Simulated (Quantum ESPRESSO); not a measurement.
The system is CeO2.

```
Ce O
1.0
     0.00000    2.70365    2.70365
     2.70365    0.00000    2.70365
     2.70365    2.70365    0.00000
Ce O
1 2
Direct
  0.00000 0.00000 0.00000
  0.75000 0.75000 0.75000
  0.25000 0.25000 0.25000
```

Program: Quantum ESPRESSO 7.5. Alike in all runs: spin collinear, ferromagnetic start; cell as given; smearing fermi-dirac 0.05 eV.

Problem. Order these runs on this cell by their pressure, lowest first.
A. level LDA; potentials or basis SSSP 1.3 efficiency PBE; k mesh 9 × 9 × 9; cutoff (eV) 748; form of the LDA correlation PZ81
B. level PBEsol; potentials or basis SSSP 1.3 efficiency PBE; k mesh 9 × 9 × 9; cutoff (eV) 748
C. level PBE; potentials or basis SSSP 1.3 efficiency PBE; k mesh 9 × 9 × 9; cutoff (eV) 748
D. level PBE; potentials or basis JTH 2.0 PBE; k mesh 7 × 7 × 7; cutoff (eV) 680; iterations 0; k mesh for the Wannier functions 5 × 5 × 5

Solution. A (-4.3 GPa), B (-0.3 GPa), C (6.5 GPa), D (8.7 GPa).

Caveats: the magnetic or orbital state may not be the lowest; the potentials were made for another functional, which shifts forces and pressure (some runs).

Not every run made on this cell is shown here.
